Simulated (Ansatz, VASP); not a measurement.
# WSe2: VASP beside Ansatz

Wanted: the spread between two codes on one cell, functional and k mesh. The structure shown is the end of the Ansatz relaxation below.

Main program and level: Ansatz 0.2.0; plane waves, with VASP 6.6.1 beside it; single point at PBEsol.

**1. The structure**

The cell holds 12 atoms: 4 W and 8 Se. Its edges and angles: a = 6.540 Å, b = 6.540 Å, c = 18.225 Å, α = 90.0°, β = 90.0°, γ = 120.0°. Vacuum lies along c.

**2. Ansatz: relaxation, PBEsol**

Ansatz runs on its PAW soft_1 files.

This run makes the geometry at which the two programs are then compared.

input.yaml reads:

```yaml
crystal:
  lattice:
    - [6.576, 0.0, 0.0]
    - [-3.288, 5.69498306, 0.0]
    - [0.0, 0.0, 18.225]
  atoms:
    - { symbol: W, position: [0.33333333, 0.16666667, 0.5] }
    - { symbol: W, position: [0.33333333, 0.66666667, 0.5] }
    - { symbol: W, position: [0.83333333, 0.16666667, 0.5] }
    - { symbol: W, position: [0.83333333, 0.66666667, 0.5] }
    - { symbol: Se, position: [0.16666667, 0.33333333, 0.41152263] }
    - { symbol: Se, position: [0.16666667, 0.33333333, 0.58847737] }
    - { symbol: Se, position: [0.16666667, 0.83333333, 0.41152263] }
    - { symbol: Se, position: [0.16666667, 0.83333333, 0.58847737] }
    - { symbol: Se, position: [0.66666667, 0.33333333, 0.41152263] }
    - { symbol: Se, position: [0.66666667, 0.33333333, 0.58847737] }
    - { symbol: Se, position: [0.66666667, 0.83333333, 0.41152263] }
    - { symbol: Se, position: [0.66666667, 0.83333333, 0.58847737] }
kpoints:
  mp_grid: { grid: [5, 5, 2] }
scf:
  occupations: { method: fermi_dirac, width: 0.02 }
hamiltonian:
  xc: pbesol
  pseudopotentials: { kind: paw, azcp: { folder: soft_1 }, xc_functional: pbe }
basis:
  ecutwfc: 600
output:
  forces: true
  stress: true
relax:
  f_tol: 0.005
  max_steps: 70
  cell: { stress_tol: 0.02, p_target: 0, fix: [c, alpha, beta, gamma] }
```

Started as:

```console
> ansatz run input.yaml --threads 4 --pin off --max-ram 10240MiB --backend cpu --events-out ev --progress --plain --runs-dir out
```

Numbers of over 12 decimals in the logs are rounded to 6 here.

The program printed:

```text
Warning: crystal.symmetry: narrowed to the stabiliser of the fixed cell quantities (relax.cell.fix) — unitary ops 48 → 16. The narrowing is safe, since a smaller group never makes results wrong: the run goes on under it, on as many k-points as the starting group would need, or more. Excluded: 32 operations that would move a fixed cell quantity at a test strain (relax.cell.fix fixes c, alpha, beta, gamma). The cell can leave their symmetry as it relaxes.
Engine: ansatz 0.2.0, aarch64-unknown-linux-gnu
Pseudopotentials: kind: paw
Pseudopotential: W, paw, valence charge 14, recommended cutoff 420 eV (normal), soft_1/W.paw.azcp
Pseudopotential: Se, paw, valence charge 16, recommended cutoff 420 eV (normal), soft_1/Se.paw.azcp
Functional definition: PBEsol
  exchange = pbesol_x
  correlation = pbesol_c
Crystal: 12 atoms, lattice volume = 682.530 Å³
Basis set: ecut = 600 eV, 22759 PW (Γ), exchange–correlation on 108×108×300 points (8 copies of the dense FFT grid, shifted against one another)
Bands: 111, of which v1, the nominal top of the filled ones, is band 92 counted from 1 (91 counted from 0)
Symmetry: 16 space group operations
k-points: 18 of 50 (time reversal used)
Non-local potential: W, projectors of the file, l = 0: 3, l = 1: 2, l = 2: 2, l = 3: 1
Non-local potential: Se, projectors of the file, l = 0: 2, l = 1: 2, l = 2: 3, l = 3: 1
PAW form: soft (Blöchl's): semilocal exchange-correlation on the pseudo side does not see the compensation charge
PAW frozen core: W, regenerated for the run's functional, and the local potential with it (the file was generated under x = pbe(κ = 0.804, μ = 0.219515), c = pbe(β = 0.066725))
PAW frozen core: Se, regenerated for the run's functional, and the local potential with it (the file was generated under x = pbe(κ = 0.804, μ = 0.219515), c = pbe(β = 0.066725))
PAW one-centre angular grid: W, 590 points (default); XC on 64 Gauss nodes
PAW one-centre angular grid: Se, 590 points (default); XC on 64 Gauss nodes
Initial density: superposition of atomic densities (neutral atoms: chi_scale 0, normalization atom)
Initial wavefunctions: pseudopotential atomic-orbital guess
Functional: x = pbesol(κ = 0.804, μ = 0.123457), c = pbesol(β = 0.046)
iter 1 solved again at ethr=2.57e-3 eV; its pass at ethr=3.10e-3 eV (dr2=4.72e0 eV) is discarded
SCF iter   1: F=—  HF=-84432.205114 eV  |F-HF|=—  |Δ(HF+E_count)|=         —  Δρ=2.07e-2  dr2=4.71e0  ethr=2.57e-3  ⟨swp⟩=2.2  Hψ=10590  notcnv=0
preconditioner: auto → Resta (q_TF=auto, 2.193 Å⁻¹)  ε∞=2.7  [insulator: Δε(μ)=1.598 eV  Ē_g=9.160 eV  σ=0.020 eV  W_gap=1.00  n_scr=120 (ndim 8)  ℏωp=12.1 eV  f_vac=0.630  D(μ)=0.00/eV (n_scr^D=0)  ε∞_Penn≈2.7  vacuum switching on, ρ_ref=6.1e-3 e/Å³]
SCF iter   2: F=—  HF=-84431.052064 eV  |F-HF|=—  |Δ(HF+E_count)|=    1.15e0  Δρ=1.12e-2  dr2=8.04e-1  ethr=2.56e-3  ⟨swp⟩=3.0  Hψ=3706  notcnv=0  defer=40
SCF iter   3: F=—  HF=-84430.909465 eV  |F-HF|=—  |Δ(HF+E_count)|=   1.43e-1  Δρ=5.27e-3  dr2=5.99e-1  ethr=4.37e-4  ⟨swp⟩=3.0  Hψ=3354  notcnv=0  defer=214
SCF iter   4: F=—  HF=-84430.820322 eV  |F-HF|=—  |Δ(HF+E_count)|=   8.91e-2  Δρ=1.58e-3  dr2=2.32e-2  ethr=3.26e-4  ⟨swp⟩=2.1  Hψ=2494  notcnv=0  defer=214
SCF iter   5: F=—  HF=-84430.820767 eV  |F-HF|=—  |Δ(HF+E_count)|=   4.45e-4  Δρ=3.69e-4  dr2=1.37e-3  ethr=1.26e-5  ⟨swp⟩=2.8  Hψ=2688  notcnv=0  defer=214
SCF iter   6: F=—  HF=-84430.821540 eV  |F-HF|=—  |Δ(HF+E_count)|=   7.73e-4  Δρ=1.33e-4  dr2=1.21e-4  ethr=7.42e-7  ⟨swp⟩=3.4  Hψ=3973  notcnv=0  defer=214
SCF iter   7: F=—  HF=-84430.821671 eV  |F-HF|=—  |Δ(HF+E_count)|=   1.31e-4  Δρ=2.68e-5  dr2=8.84e-6  ethr=6.57e-8  ⟨swp⟩=3.1  Hψ=3974  notcnv=0  defer=214
SCF iter   8: F=—  HF=-84430.821882 eV  |F-HF|=—  |Δ(HF+E_count)|=   2.12e-4  Δρ=6.24e-6  dr2=6.54e-7  ethr=4.80e-9  ⟨swp⟩=3.1  Hψ=4160  notcnv=0  defer=214
SCF iter   9: F=-84430.821883 eV  HF=-84430.821883 eV  |F-HF|=2.28e-8  |Δ(HF+E_count)|=   3.44e-7  Δρ=1.59e-6  dr2=5.28e-8  ethr=5.43e-11  ⟨swp⟩=5.0  Hψ=6531  notcnv=0
SCF 1 converged in 9 iterations: F = -84430.821883 eV  dr2 = 5.28e-8
  greatest PAW one-centre occupation: 1.000 electrons in one spin orbital (limit 2), on the Se atom at site 10 (counted from 0), in its partial waves of l = 2
relax step   1: F+E_penalty+E_count = -84430.82188256 eV  Δ(F+E_penalty+E_count) = +0.000e0 eV  max|allowed force component| = 1.020e0 eV/Å  Δτ_max = 0.0000 Å  P = +1.532 GPa  Ω = 682.530 Å³  fix = [c, alpha, beta, gamma]  reactions: c +3.088 GPa; gamma -0.000 GPa/rad  (9 SCF iters, dr2 threshold 1.00e-7 eV, accepted)
[...]
relax step   4: F+E_penalty+E_count = -84431.04494460 eV  Δ(F+E_penalty+E_count) = -3.112e-3 eV  max|allowed force component| = 6.155e-3 eV/Å  Δτ_max = 0.0040 Å  P = -0.000 GPa  Ω = 674.835 Å³  energy of the carried Pulay correction = +5.659e-5 eV  fix = [c, alpha, beta, gamma]  reactions: c -0.020 GPa; gamma +0.000 GPa/rad  (5 SCF iters, dr2 threshold 7.20e-7 eV, accepted)
[...]
relax step   5: F+E_penalty+E_count = -84431.04496453 eV  Δ(F+E_penalty+E_count) = -1.993e-5 eV  max|allowed force component| = 3.656e-4 eV/Å  Δτ_max = 0.0006 Å  P = -0.000 GPa  Ω = 675.123 Å³  energy of the carried Pulay correction = +5.446e-5 eV  fix = [c, alpha, beta, gamma]  reactions: c +0.001 GPa; gamma +0.000 GPa/rad  (6 SCF iters, dr2 threshold 2.37e-9 eV, accepted)
[...]
relax step   6: F+E_penalty+E_count = -84431.04491488 eV  Δ(F+E_penalty+E_count) = +4.965e-5 eV  max|allowed force component| = 3.678e-4 eV/Å  Δτ_max = 0.0000 Å  P = -0.000 GPa  Ω = 675.123 Å³  fix = [c, alpha, beta, gamma]  reactions: c +0.001 GPa; gamma +0.000 GPa/rad  stress off target by 1.09e-3 GPa on what of the cell is left free  SCF on the basis re-selected at this cell (its energy is not comparable with the rows above)  (6 SCF iters)
basis re-selected at this cell: Δ(F+E_penalty+E_count) = +4.965e-5 eV, ΔP = -0.000 GPa vs the last step (what re-selecting the basis moved, of the pressure what is left beyond the Pulay correction that the steps carried, after the strain that the cell walked since its last selection, with what the two solves' SCF thresholds leave and, on support functions, any second-order correction that the steps lacked; it is no m [...]
SCF converged after 6 iterations
Free energy (F): -84431.044915 eV
Harris-Foulkes:  -84431.044915 eV  (|F-HF|=8.73e-11)
Internal energy: -84431.044915 eV  (E = F + TS)
E sigma→0 (E₀):  -84431.044915 eV
Fermi energy:    1.889915 eV
--- Per-component energies (eV) ---
  E_band       = -5492.896329
  E_kinetic    = 2581.248342
  E_local      = -152139.745202  (includes V_loc(G=0)·N_el)
  E_nonlocal   = -2911.006191
  E_hartree    = 75399.453475
  E_xc         = -1743.376736
  E_vxc        = -1651.373323  (∫ρ·V_xc dr)
  E_paw        = -50495.206045  (= ΣΔE_a)
  E_vpaw       = -2170.927515  (= ΣTr[D̂ρ^β])
  E_aug_tail   = 0.000124  (compensation charges beyond the density's cutoff)
  E_ewald      = 44868.632271
  E_core_change = 8.955046  (= ΣΔE_core)
  E_smearing   = -0.000000  (= −TS)
  E_closure    = -0.000000  (closes the sum)
  Σ components = -84431.044915   (vs F -84431.044915, Δ=0.00e0)
--- Forces (eV/Å), atoms counted from 1 ---
  atom   1  W      0.00000001    -0.00000000     0.00000000
  atom   2  W      0.00000001    -0.00000000     0.00000000
  atom   3  W      0.00000001    -0.00000000     0.00000000
  atom   4  W      0.00000001    -0.00000000     0.00000000
  atom   5  Se    -0.00000000     0.00000000    -0.00036779
  atom   6  Se    -0.00000000     0.00000000     0.00036779
  atom   7  Se    -0.00000000     0.00000000    -0.00036779
  atom   8  Se    -0.00000000     0.00000000     0.00036779
  atom   9  Se    -0.00000000     0.00000000    -0.00036779
  atom  10  Se    -0.00000000     0.00000000     0.00036779
  atom  11  Se    -0.00000000     0.00000000    -0.00036779
  atom  12  Se    -0.00000000     0.00000000     0.00036779
  max |Σ_I F_I| component: 2.66e-9 eV/Å
--- Stress (GPa, compression-positive) ---
       -0.001087      -0.000000       0.000000
       -0.000000      -0.001087       0.000000
        0.000000       0.000000       0.001163
  P = ⅓ Tr σ = -0.0003 GPa (-0.003 kbar)
--- Relaxed structure (5 steps of the walk, 4 accepted, 1 SCFs on fresh bases) ---
  F+E_penalty+E_count = -84431.04491488 eV   max|allowed force component| = 3.678e-4 eV/Å   (the final SCF, on the basis selected at the relaxed cell)
  cell:  # Å, volume = 675.1234 Å³
    - [6.540222, 1.913800586032184e-18, 0]
    - [-3.270111, 5.663998, 0]
    - [0, 0, 18.225]
  atoms:
    - { symbol: W, position: [0.333333, 0.166667, 0.500000] }
    - { symbol: W, position: [0.333333, 0.666667, 0.500000] }
    - { symbol: W, position: [0.833333, 0.166667, 0.500000] }
    - { symbol: W, position: [0.833333, 0.666667, 0.500000] }
    - { symbol: Se, position: [0.166667, 0.333333, 0.408224] }
    - { symbol: Se, position: [0.166667, 0.333333, 0.591776] }
    - { symbol: Se, position: [0.166667, 0.833333, 0.408224] }
    - { symbol: Se, position: [0.166667, 0.833333, 0.591776] }
    - { symbol: Se, position: [0.666667, 0.333333, 0.408224] }
    - { symbol: Se, position: [0.666667, 0.333333, 0.591776] }
    - { symbol: Se, position: [0.666667, 0.833333, 0.408224] }
    - { symbol: Se, position: [0.666667, 0.833333, 0.591776] }
```

(Part 1 of 2 ends here.)

[Lines on the potential files, build, host, timing and source positions are cut from VASP's logs without a mark.]

[Logs are printed without paths, hosts, clocks, repeated set-up lines and the standing remarks that a program may print on its own settings, such as how far it seeks lower states.]

[Hosts, paths, dates, database ids (printed as entryN), source tags and the programs' standing remarks are cut or masked in the printed files.]
